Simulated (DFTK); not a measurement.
As:

```xyz
2
Lattice="1.8808 1.0859 3.5141 -1.8808 1.0859 3.5141 0.0000 -2.1718 3.5141" Properties=species:S:1:pos:R:3 pbc="T T T"
As    0.0000    0.0000    2.3825
As    0.0000    0.0000    8.1597
```

Base run:

| Item | Value |
| --- | --- |
| Program | DFTK 0.8.2 |
| Functional | PBEsol |
| Potentials or basis | SG15 1.2 (PBE) |
| Cutoff | 952 eV |
| k mesh | 8 × 8 × 8 |
| Occupations | fermi-dirac, width 0.05 eV |
| Spin | no spin polarisation |

Its results: band gap on the k mesh none (metal or under the smearing width); pressure 2.3 GPa; largest force 0.595 eV/Å.

Task: The run is repeated on the same cell with these changes: functional from PBEsol to PBE. What comes out?

Result: Band gap on the k mesh none (metal or under the smearing width); pressure 4.0 GPa; largest force 0.481 eV/Å.

PBE binds less tightly than PBEsol, so the same cell stands under more pressure.

Caveats: the potentials were made for another functional, which shifts forces and pressure (some runs).
